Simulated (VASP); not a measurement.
# TiSe2 in VASP: further runs

Aim: see how the results for TiSe2 move with the level of theory and the settings. Levels: PBE+D3(BJ), HSE06. Tasks: band structure.

The COD entry that gives the cell may itself be a prediction, so a difference from it is no test against experiment.

Everything below comes from runs of VASP 6.6.1. Logs are shortened: lines on timing, memory, paths and dates and some standing lists are left out, and cuts for length are marked.

### 1 Starting point

The cell holds a slab with vacuum, 9 atoms: a = 3.478 Å, b = 3.478 Å, c = 33.072 Å, α = 90.00°, β = 90.00°, γ = 120.00°.

### 2 Band structure, PBE+D3(BJ)

Contents of INCAR:

```
PREC = Accurate
ENCUT = 520
EDIFF = 1E-6
ISMEAR = 0
SIGMA = 0.03
LREAL = False
LASPH = True
NELM = 80
ALGO = Normal
ISIF = 2
LWAVE = False
LCHARG = False
LMAXMIX = 4
LDIPOL = True
IDIPOL = 3
DIPOL = 0.5 0.5 0.500
GGA = PE
IVDW = 12
NBANDS = 46
LVHAR = True
LVACPOTAV = True
KPAR = 4
```

Contents of KPOINTS:

```
regular mesh
0
Gamma
  6 6 1
```

Contents of POSCAR:

```
TiSe2                                   
1.0
    3.4779003157      0.0000000000      0.0000000000
   -1.7389501579      3.0119500274      0.0000000000
    0.0000000000      0.0000000000     33.0724416000
  Se              Ti            
     6     3
Direct
     0.6666666699999979    0.3333333300000021    0.2735084984591098
     0.3333333300000021    0.6666666699999979    0.3681554178681544
     0.6666666699999979    0.3333333300000021    0.4528888573112549
     0.3333333300000021    0.6666666699999979    0.5471111426887449
     0.6666666699999979    0.3333333300000021    0.6318445821318457
     0.3333333300000021    0.6666666699999979    0.7264915015408903
     1.0000000000000000    1.0000000000000000    0.3211478460619794
     1.0000000000000000    0.0000000000000000    0.5000000000000000
     1.0000000000000000    0.0000000000000000    0.6788521539380206
```

Contents of KPOINTS_OPT:

```
explicit points
3
Reciprocal
 0.0000000000  0.0000000000  0.0000000000 1
 0.5000000000  0.0000000000  0.0000000000 1
 0.3333333300  0.3333333300  0.0000000000 1
```

Potentials or basis: VASP PAW PBE potentials, release 64 (Se, Ti_sv).

Command:

```
> cat potpaw_PBE.64/Se/POTCAR potpaw_PBE.64/Ti_sv/POTCAR > POTCAR
> mpirun -np 4 vasp_std > vasp.out
```

OUTCAR:

```text
PREC = Accurate
   ENCUT = 520
   EDIFF = 1E-6
   ISMEAR = 0
   LREAL = False
   LASPH = True
   NELM = 80
   ISIF = 2
   GGA = PE
   IVDW = 12
 IVDW          = 12

 ion  position               nearest neighbor table
   1  0.667  0.333  0.274-   7 2.55   7 2.55   7 2.55
   2  0.333  0.667  0.368-   7 2.54   7 2.54   7 2.54
   3  0.667  0.333  0.453-   8 2.54   8 2.54   8 2.54
   4  0.333  0.667  0.547-   8 2.54   8 2.54   8 2.54
   5  0.667  0.333  0.632-   9 2.54   9 2.54   9 2.54
   6  0.333  0.667  0.726-   9 2.55   9 2.55   9 2.55
   7  0.000  0.000  0.321-   2 2.54   2 2.54   2 2.54   1 2.55   1 2.55   1 2.55
   8  0.000  0.000  0.500-   3 2.54   4 2.54   3 2.54   4 2.54   3 2.54   4 2.54
   9  0.000  0.000  0.679-   5 2.54   5 2.54   5 2.54   6 2.55   6 2.55   6 2.55

  LATTYP: Found a hexagonal cell.
 ALAT       =     3.4779003157
 C/A-ratio  =     9.5093126881

  Lattice vectors:

 A1 = (   3.4779003157,   0.0000000000,   0.0000000000)
 A2 = (  -1.7389501579,   3.0119500274,   0.0000000000)
 A3 = (   0.0000000000,   0.0000000000,  33.0724416000)

Analysis of symmetry for initial positions (statically):
=====================================================================
 Subroutine PRICEL returns:
 Original cell was already a primitive cell.

 Routine SETGRP: Setting up the symmetry group for a
 hexagonal supercell.

 Subroutine GETGRP returns: Found 12 space group operations
 (whereof 12 operations were pure point group operations)
 out of a pool of 24 trial point group operations.

The static configuration has the point symmetry D_3d.

Analysis of symmetry for dynamics (positions and initial velocities):
=====================================================================
 Subroutine PRICEL returns:
 Original cell was already a primitive cell.

 Routine SETGRP: Setting up the symmetry group for a
 hexagonal supercell.

 Subroutine GETGRP returns: Found 12 space group operations
 (whereof 12 operations were pure point group operations)
 out of a pool of 24 trial point group operations.

The dynamic configuration has the point symmetry D_3d.

 Subroutine INISYM returns: Found 12 space group operations
 (whereof 12 operations are pure point group operations),
 and found     1 'primitive' translations

----------------------------------------------------------------------------------------

                                     Primitive cell

  volume of cell :     346.4425

  direct lattice vectors                    reciprocal lattice vectors
     3.477900316  0.000000000  0.000000000     0.287529805  0.166005410  0.000000000
    -1.738950158  3.011950027  0.000000000     0.000000000  0.332010821  0.000000000
[... 99 lines left out ...]
   IMIX   =      4    mixing-type and parameters
     AMIX     =   0.40;   BMIX     =  1.00
     AMIX_MAG =   1.60;   BMIX_MAG =  1.00
  volume/ion in A,a.u.               =      38.49       259.77
  Fermi-wavevector in a.u.,A,eV,Ry     =   0.969710  1.832486 12.794072  0.940338
  Thomas-Fermi vector in A             =   2.099785
   LORBIT       =      0    0 simple, 1 ext, 2 COOP (PROOUT), +10 PAW based schemes
   GGA     = PE    functional components
   LHFCALC =     F    Hartree Fock is set to
   AEXX    =    0.0000 exact exchange contribution
   IVDW    =    12    specifies the selected vdW correction
   LEPSILON=     F    determine dielectric tensor
   LRPA    =     F    only Hartree local field effects (RPA)
 non-spin polarized calculation
 Gauss-broadening in eV      SIGMA  =   0.03
  energy-cutoff  :      520.00
  volume of cell :      346.44
 maximum number of plane-waves:      9435
 NGX is ok and might be reduce to    28
   NGX = 13   NGY = 13   NGZ =123

 dipolmoment           0.000000      0.000000     -0.000000 electrons x Angstroem

 number of electron      72.0000013 magnetization

 dipolmoment           0.000000      0.000000      0.000000 electrons x Angstroem

 Free energy of the ion-electron system (eV)
  ---------------------------------------------------
  ext. energy  EPLUGINS =         0.00000000
  ---------------------------------------------------
  free energy    TOTEN  =       -54.41938819 eV

  energy without entropy =      -54.41642969  energy(sigma->0) =      -54.41790894

 E-fermi :   0.3288     XC(G=0):  -5.8605

 val. band max:        0.3180304097   @ k =   0.5000  -0.0000   0.0000
 cond. band min:       0.3508895371   @ k =   0.3333   0.0000   0.0000
 fundamental gap:      0.0328591274
 Fermi energy:         0.3288006460

 k-point     1 :       0.0000    0.0000    0.0000
  band No.  band energies     occupation
      1     -57.1904      2.00000
      2     -57.1661      2.00000
      3     -57.1661      2.00000
      4     -33.4308      2.00000
      5     -33.4035      2.00000
      6     -33.4035      2.00000
[... 332 lines left out ...]
     45       2.0203      0.00000
     46       3.0877      0.00000

------------------------ aborting loop because EDIFF is reached ----------------------------------------

 Edisp (eV)   -3.58564

 E8    (eV) :    -1.5885

  FORCE on cell =-STRESS in cart. coord.  units (eV):
  Direction    XX          YY          ZZ          XY          YZ          ZX
  --------------------------------------------------------------------------------------
  -------------------------------------------------------------------------------------
  Total       0.03916     0.03916    -0.01967    -0.00000     0.00000     0.00000
  in kB       0.18109     0.18109    -0.09099    -0.00000     0.00000     0.00000
  external pressure =        0.09 kB  Pullay stress =        0.00 kB

 VOLUME and BASIS-vectors are now :
 -----------------------------------------------------------------------------
  energy-cutoff  :      520.00
  volume of cell :      346.44
      direct lattice vectors                 reciprocal lattice vectors
     3.477900316  0.000000000  0.000000000     0.287529805  0.166005410  0.000000000
    -1.738950158  3.011950027  0.000000000     0.000000000  0.332010821  0.000000000
     0.000000000  0.000000000 33.072441600     0.000000000  0.000000000  0.030236655

 POSITION                                       TOTAL-FORCE (eV/Angst)
 -----------------------------------------------------------------------------------
      1.73895      1.00398      9.04559        -0.000000      0.000000      0.011902
     -0.00000      2.00797     12.17580         0.000000     -0.000000     -0.034078
      1.73895      1.00398     14.97814        -0.000000      0.000000     -0.000566
     -0.00000      2.00797     18.09430        -0.000000     -0.000000      0.000566
      1.73895      1.00398     20.89664         0.000000      0.000000      0.034078
     -0.00000      2.00797     24.02685         0.000000     -0.000000     -0.011902
      0.00000      0.00000     10.62114        -0.000000      0.000000      0.009145
      0.00000      0.00000     16.53622        -0.000000      0.000000     -0.000000
      0.00000      0.00000     22.45130        -0.000000     -0.000000     -0.009145
 -----------------------------------------------------------------------------------
    total drift:                               -0.000000     -0.000000      0.000000

  FREE ENERGIE OF THE ION-ELECTRON SYSTEM (eV)
  ---------------------------------------------------
  free  energy   TOTEN  =       -58.0050328967 eV

  energy  without entropy=      -58.0020743940  energy(sigma->0) =      -58.00355365

 vacuum level on the upper side and lower side of the slab         5.695         5.695
```

stdout:

```text
POSCAR found type information on POSCAR SeTi
 POSCAR found :  2 types and       9 ions
 scaLAPACK will be used
 LDA part: xc-table for (Slater+PW92), standard interpolation
 POSCAR, INCAR and KPOINTS ok, starting setup
 FFT: planning ... GRIDC
 FFT: planning ... GRID_SOFT
 FFT: planning ... GRID
 WAVECAR not read
 entering main loop
 -----------------------------------------------------------------------------
|                                                                             |
|           W    W    AA    RRRRR   N    N  II  N    N   GGGG   !!!           |
|           W    W   A  A   R    R  NN   N  II  NN   N  G    G  !!!           |
|           W    W  A    A  R    R  N N  N  II  N N  N  G       !!!           |
|           W WW W  AAAAAA  RRRRR   N  N N  II  N  N N  G  GGG   !            |
|           WW  WW  A    A  R   R   N   NN  II  N   NN  G    G                |
|           W    W  A    A  R    R  N    N  II  N    N   GGGG   !!!           |
|                                                                             |
|     Did not find any points to average over, which means that no vacuum     |
|     field-free region was found. Please increase the size of  your cell     |
|     in the dimension of the dipole correction to obtain accurate            |
|     workfunction values.                                                    |
|                                                                             |
 -----------------------------------------------------------------------------

 Start KPOINTS_OPT (optional k-point list driver)
k-point batch [1-3\3]
```

It took 96 s on 4 MPI ranks of Intel Xeon 6975P-C (Granite Rapids), shared host; peak memory 0.49 GiB.

Results:

```
Free energy                     : -58.0050 eV
Largest force                   : 0.034 eV/Å
Band gap along the path         : none (metal or under the smearing width)
Dispersion energy per atom      : -0.398 eV
Work function of the upper face : 5.37 eV
Work function of the lower face : 5.37 eV
```

Forces in eV/Å, atoms in the order of the input:
```
Se   0.000  0.000  0.012
Se   0.000  0.000 -0.034
Se   0.000  0.000 -0.001
Se   0.000  0.000  0.001
Se   0.000  0.000  0.034
Se   0.000  0.000 -0.012
Ti   0.000  0.000  0.009
Ti   0.000  0.000  0.000
Ti   0.000  0.000 -0.009
```

### 3 Band structure, HSE06

POSCAR is that of step 2.

Contents of INCAR.step1:

```
PREC = Accurate
ENCUT = 520
EDIFF = 1E-5
ISMEAR = 0
SIGMA = 0.03
LREAL = False
LASPH = True
NELM = 80
ALGO = Normal
ISIF = 2
LWAVE = True
LCHARG = False
LMAXMIX = 4
LDIPOL = True
IDIPOL = 3
DIPOL = 0.5 0.5 0.500
NBANDS = 46
LVHAR = True
LVACPOTAV = True
KPAR = 4
GGA = PE
```

Contents of INCAR.step2:

```
PREC = Accurate
ENCUT = 520
EDIFF = 1E-6
ISMEAR = 0
SIGMA = 0.03
LREAL = False
LASPH = True
NELM = 80
ALGO = Normal
ISIF = 2
LWAVE = False
LCHARG = False
LMAXMIX = 4
LDIPOL = True
IDIPOL = 3
DIPOL = 0.5 0.5 0.500
GGA = PE
LHFCALC = True
HFSCREEN = 0.2
PRECFOCK = Fast
NBANDS = 46
LVHAR = True
LVACPOTAV = True
KPAR = 4
ISTART = 1
```

KPOINTS is that of step 2.

KPOINTS_OPT is that of step 2.

Potentials or basis: VASP PAW PBE potentials, release 64 (Se, Ti_sv).

Command:

```
> cat potpaw_PBE.64/Se/POTCAR potpaw_PBE.64/Ti_sv/POTCAR > POTCAR
> cp INCAR.step1 INCAR
> mpirun -np 4 vasp_std > vasp.out
> cp INCAR.step2 INCAR
> mpirun -np 4 vasp_std > vasp.out
```

Wall time 58 min (4 MPI ranks of Intel Xeon 6975P-C (Granite Rapids), shared host); peak memory 0.77 GiB.

The run converged. Its results:

```
Free energy                     : -66.5306 eV
Largest force                   : 0.452 eV/Å
Band gap along the path         : none (metal or under the smearing width)
Work function of the upper face : 5.22 eV
Work function of the lower face : 5.22 eV
```

Forces on the atoms (eV/Å):
```
Se   0.000  0.000  0.300
Se   0.000  0.000 -0.452
Se   0.000  0.000  0.436
Se   0.000  0.000 -0.436
Se   0.000  0.000  0.452
Se   0.000  0.000 -0.300
Ti   0.000  0.000 -0.121
Ti   0.000  0.000  0.000
Ti   0.000  0.000  0.121
```

Levels at points of the mesh, in eV from the Fermi level:
```tsv
k point	band 34	band 35	band 36	band 37	band 38	band 39
(0.00, 0.00, 0.00)	0.17	0.25	0.25	0.65	0.65	0.68
(0.50, 0.00, 0.00)	-1.95	-1.72	-1.57	-0.15	-0.01	0.07
```

Caveat: the PAW data sets were made with another functional, which shifts forces and pressure a little.
